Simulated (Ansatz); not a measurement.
LiI: response to strain

Start from LiI in the rock salt structure (space group Fm-3m, No. 225; a = 6.019 Å). Axes: x, y, z lie along the cube axes.

Strains are applied to the cell and any free atomic positions relax; under biaxial strain the out-of-plane vector relaxes too.

Method: PBE (Ansatz, a quantum-chemistry and plane-wave program, PAW, no spin-orbit coupling).

Notes on the quantities. energy relative to the base: free energy F.

| variant | energy relative to the base | space group | gap character |
|---|---|---|---|
| base | 0 meV/atom | Fm-3m (No. 225) | indirect, K–Γ (79 % along) → Γ |
| biaxial strain −0.81 %, plane normal [001], relaxed out of plane | +0.4 meV/atom | I4/mmm (No. 139) | direct at Γ |
| biaxial strain +1.13 %, plane normal [001], relaxed out of plane | +0.7 meV/atom | I4/mmm (No. 139) | direct at Γ |
| biaxial strain −3.40 %, plane normal [110], relaxed out of plane | +8.9 meV/atom | Immm (No. 71) | indirect, Γ → X |
| biaxial strain +1.46 %, plane normal [111], relaxed out of plane | +1.5 meV/atom | R-3m (No. 166) | direct at Γ |
| isotropic strain +4.94 % | +31 meV/atom | Fm-3m (No. 225) | indirect, K–Γ (79 % along) → Γ |
| uniaxial strain ε_xx = +5.91 % | +7.6 meV/atom | I4/mmm (No. 139) | direct at Γ |
| uniaxial strain ε_yy = −4.98 % | +8.8 meV/atom | I4/mmm (No. 139) | indirect, Γ → M |
| uniaxial strain ε_zz = −0.74 % | +0.2 meV/atom | I4/mmm (No. 139) | indirect, S₀–Γ (79 % along) → Γ |
| tensor shear ε_yz = −1.42 % | ? | Immm (No. 71) | direct at Γ |

Problem. What belongs in the blanks?

Solution. 
- tensor shear ε_yz = −1.42 %, energy relative to the base: +1.0 meV/atom

Spin-orbit coupling, missing from the scalar runs, can matter with I. No phonon test of stability was made. Labels are those of the standard path for the cell's own space group.
